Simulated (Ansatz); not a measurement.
Below is a relaxed structure of P. The cell was found from a structure generator's guess, not taken from experiment.

Level of theory: DFT PBE, scalar-relativistic, plane waves, PAW in Ansatz. Cutoff 420 eV, Γ-centred mesh, Gaussian smearing, no spin polarisation.

```xyz
6
Lattice="4.7125 0.0000 0.0000 0.2705 5.4348 0.0000 2.0066 1.9405 5.8186" Properties=species:S:1:pos:R:3 pbc="T T T"
P     5.2706    2.7550    3.6797
P     4.1121    2.0386    0.6143
P     4.2460    3.3730    5.4991
P     3.4024    2.6706    2.5556
P     2.8171    5.1064    4.9898
P     1.9886    4.4349    3.0266
```

Energies count from the standard state of P at the same level. The references include black phosphorus.

Q: What space group does it have?

A: P1 (No. 1). Conventional cell: a = 4.712 Å, b = 5.442 Å, c = 6.454 Å, α = 71.6°, β = 71.9°, γ = 87.2°. Around P on its first site lie 3 P at 2.18–2.30 Å; P on its second site is surrounded by 2 P at 2.16–2.18 Å and 1 P at 2.31 Å; P on its third site has 3 P at 2.18–2.30 Å; around P on its fourth site lie 3 P at 2.16–2.31 Å; 2 more sites not described.

Q: How far does it lie from the standard state of P?

A: +0.145 eV/atom. It lies above the standard state, so it could only be metastable.

Q: Is it a metal?

A: No, the gap on the 6×6×6 mesh is 0.68 eV.

The last run used a 6×6×6 mesh for its 6-atom cell and Gaussian smearing of 0.02 eV. Weakly bound directions are ill-defined at this level, which has no dispersion term. Kohn–Sham gaps at this level usually fall short of measured ones. The reference form of P is held partly by dispersion forces, which this level lacks. This cell was reached by moving the atoms of another relaxed cell at random and relaxing again, last within the group found; it had no such test of its own. Another cell of P relaxed alike, in I-42d, lies 112 meV/atom lower, so this cell isn't the stable form at this level.
